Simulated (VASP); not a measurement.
Runs of VASP 6.6.1 on Cu. All rows change the cell; the cell of one of them follows. The typed cell holds 1 atom: a = 2.479 Å, b = 2.477 Å, c = 2.450 Å, α = 108.63°, β = 107.81°, γ = 112.70°. This isn't the form of Cu at room conditions, which is fcc.

```csv
task,level,potentials or basis,cell,cutoff (eV),smearing,gap on the mesh (eV),pressure (GPa)
relaxation of cell and atoms,PBE,"VASP PAW PBE potentials, release 64 (Cu)","relaxed from: cell sheared at random, sigma 0.01, atoms nudged by 0.01 Å",600,methfessel-paxton 0.1 eV,none,0.0
relaxation of the atoms,r2SCAN,"VASP PAW PBE potentials, release 64 (Cu)","atoms relaxed from: cell sheared at random, sigma 0.01, atoms nudged by 0.01 Å",520,methfessel-paxton 0.1 eV,none,1.1
density of states,PW91+D4,"VASP PAW PBE potentials, release 54 (Cu)","cell sheared at random, sigma 0.01, atoms nudged by 0.01 Å",520,methfessel-paxton 0.1 eV,none,(a)
single point,PBE,"VASP PAW PBE potentials, release 64 (Cu)","cell sheared at random, sigma 0.01, atoms nudged by 0.01 Å",520,fermi-dirac 0.05 eV,none,8.0
```

Alike in all rows: no spin polarisation; k mesh 13 × 13 × 13.

**Question.** Estimate the missing entries.

**Answer.** (a) 2.8.

Caveats: the PAW data sets were made with another functional, which shifts forces and pressure a little (some runs); the relaxation stopped at its first step, so nothing moved (some runs); pairwise dispersion overbinds metals, which lowers pressure and volume (some runs).

A gap of «none» marks a metal or a gap under the smearing width.
